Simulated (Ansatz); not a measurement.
# TaAs: a prediction, then the measurements

All numbers below come from DFT PBE, scalar-relativistic, plane waves, PAW (Ansatz 0.2.0).

Settings: cutoff 420 eV, Γ-centred mesh 18×18×18 on the computed 4-atom cell, Gaussian smearing of 0.10 eV; no spin polarisation.

Relaxed structure, symmetry kept:

```
CELL_PARAMETERS angstrom
-1.73145 1.73145 5.86729
1.73145 -1.73145 5.86729
1.73145 1.73145 -5.86729
ATOMIC_POSITIONS crystal
Ta 0.50017 0.00017 0.50000
Ta 0.75017 0.75017 0.00000
As 0.08243 0.58243 0.50000
As 0.33243 0.33243 0.00000
```

```json
{
  "Space group": "I4_1md (No. 109)",
  "Volume per atom": "17.59 Å³",
  "Formation energy from the elements' standard states (uncorrected)": "-0.546 eV/atom",
  "Kohn–Sham band gap": "none (metal)",
  "Density of states at the Fermi level": "0.02 states/eV per cell (so small that it hangs on the mesh: a semimetal, or crossings between mesh points)",
  "Löwdin character within 0.5 eV of the Fermi level": "Ta 5d 86 %, As 4p 10 %",
  "Bader charges (e)": "Ta (2 in the cell) 1.11, As (2 in the cell) -1.11"
}
```

Spin-orbit coupling is left out, which matters for the bands of heavy elements.

**Measured values to compare with.**

From “Comparative ^181Ta-NQR Study of Weyl Monopnictides TaAs and TaP: Relevance of Weyl Fermion Excitations”, 2023, arxiv:2307.16009, for a powder of TaAs at 80 K: lattice constant a 3.43349 Å; lattice constant c 11.633 Å.

A measured lattice constant a of TaAs is 3.43349 Å (80 K; powder; the paper above); the calculated 3.463 Å misses it by +0.9 %. 3 values of this kind are on record (3.43349 to 3.43752 Å); this one was drawn at random among those near their median. A measured lattice constant c of TaAs is 11.633 Å (80 K; powder; the paper above); the calculated 11.735 Å misses it by +0.9 %. 3 values of this kind are on record (11.633 to 11.6476 Å); this one was drawn at random among those near their median. The calculation is for 0 K without zero-point motion.